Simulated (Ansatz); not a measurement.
## Formation energy of KBr

Level of theory: DFT, r²SCAN, scalar-relativistic, no spin polarisation; plane waves to 500 eV with PAW datasets (Ansatz 0.2.0), Γ-centred 6×6×6 mesh, 0.05 eV Gaussian smearing; PAW files: Ansatz's generated set soft_2.

The chain of runs began from a cell as deposited in COD, expanded in volume. Of that entry: the entry's cell lengths or inner coordinates differ somewhat from later room-temperature determinations.

Symmetry: Fm-3m, No. 225, cubic system. The conventional cell has a = 6.608 Å, b = 6.608 Å, c = 6.608 Å, α = 90.00°, β = 90.00°, γ = 90.00°. K (site symmetry m-3m) is surrounded by 6 Br at 3.30 Å. Around Br (site symmetry m-3m) lie 6 K at 3.30 Å. (Neighbours are counted to 15 % beyond the shortest distance.)

The elements were computed in their standard states with the same datasets, cutoff and functional. Total energies depend on the potentials used, so only differences within one code and one set of settings carry meaning.

Energy of the relaxed cell (2 atoms, smearing extrapolated to zero): -4339.313 eV. Elements, in eV/atom: K -1542.477, Br -2792.859.

Task: What is the formation energy?

Result: [-4339.313 − (1 × -1542.477 + 1 × -2792.859)] / 2 = -1.99 eV/atom, or -192 kJ per mole of atoms.

The value is for 0 K, without zero-point energy. Uncorrected semilocal values for oxides, chalcogenides and halides often miss by tenths of an eV an atom. A negative value shows stability against the elements alone, not against other compounds or structures.

Bader charges against formal ones: K +0.84 (+1), Br −0.84 (−1). The cations give up 84 % of the formal charge; Bader charges stay under formal ones because the anions' density reaches into the cations' basins, though a share this high marks a strongly ionic bond.

Formal charges K⁺, Br⁻ balance and leave closed shells on every ion, so a band insulator is expected, and the gap is 5.07 eV.

Semilocal functionals underestimate band gaps, commonly by a third or more.
